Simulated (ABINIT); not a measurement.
The system is C.

```
C
1.0
     0.00000    1.78337    1.78337
     1.78337    0.00000    1.78337
     1.78337    1.78337    0.00000
C
2
Direct
  0.75000 0.75000 0.75000
  0.50000 0.50000 0.50000
```

This isn't the form of C at room conditions, which is graphite.

Base run:

- Program: ABINIT 10.8.3 (patched build)
- Functional: r2SCAN
- Potentials or basis: PseudoDojo NC SR PBE v0.4.1 standard
- Cutoff: 1333 eV
- k mesh: 13 × 13 × 13
- Occupations: fermi-dirac, width 0.05 eV
- Spin: no spin polarisation

Its results: band gap on the k mesh 4.17 eV, indirect (least direct gap 5.84 eV); pressure 3.6 GPa.

Q: The run is repeated on the same cell with these changes: potentials or basis from PseudoDojo NC SR PBE v0.4.1 standard to Ansatz NC r2SCAN; cutoff from 1333 eV to 1442 eV. What comes out?

A: Band gap on the k mesh 4.37 eV, indirect (least direct gap 5.89 eV); pressure -2.5 GPa.

Caveats: an odd mesh through Γ misses points on the zone boundary, where band edges often lie; a meta-GGA on potentials with a model core is unreliable (some runs); the potentials were made for another functional, which shifts forces and pressure (some runs).
